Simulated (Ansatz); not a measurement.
Set up this calculation in Ansatz 0.2.0, as the native input.

| Quantity | Value |
| --- | --- |
| Task | relaxation of cell and atoms |
| Functional | PBEsol |
| Potentials or basis | all-electron LAPW, scalar-relativistic |
| Basis error allowed | 0.001 eV/atom |
| k mesh | 10 × 10 × 10 |
| Occupations | fermi-dirac, width 0.05 eV |
| Spin | no spin polarisation |

HfN:

```
Hf N
1.0
     0.00000    2.25600    2.25600
     2.25600    0.00000    2.25600
     2.25600    2.25600    0.00000
Hf N
1 1
Direct
  0.00000 0.00000 0.00000
  0.50000 0.50000 0.50000
```

These files were run (other wordings do the same):

input.yaml

```yaml
crystal:
  lattice:
    - [0.0, 2.256, 2.256]
    - [2.256, 0.0, 2.256]
    - [2.256, 2.256, 0.0]
  atoms:
    - { symbol: Hf, position: [0.0, 0.0, 0.0] }
    - { symbol: "N", position: [0.5, 0.5, 0.5] }
kpoints:
  mp_grid: { grid: [10, 10, 10] }
scf:
  occupations: { method: fermi_dirac, width: 0.05 }
hamiltonian:
  xc: pbesol
  pseudopotentials: { kind: all_electron, lapw: { basis_error: 0.001 } }
output:
  forces: true
  stress: true
relax:
  f_tol: 0.005
  max_steps: 60
  cell: {}
```

Potentials or basis: all-electron LAPW, scalar-relativistic.

The run is started by

```bash
$ ansatz run input.yaml --threads 1 --pin off --max-ram 3072MiB --backend cpu --events-out ev --progress --plain --runs-dir out
```

It gave:

```yaml
Relaxed_volume: 11.41 Å³/atom
Relaxed_cell: a = 3.183 Å, b = 3.183 Å, c = 3.183 Å, α = 60.00°, β = 60.00°, γ = 60.00°
Space_group_after_relaxing_to_0.05_Å: Fm-3m (No. 225)
Energy_gained_by_relaxing: 0.4 meV/atom
Ionic_steps: 4
Pressure_after_relaxing: 0.0 GPa
```

Wall time 21 s on 1 thread of Intel(R) Xeon(R) 6975P-C (Granite Rapids) (shared host), peak memory 0.37 GiB.
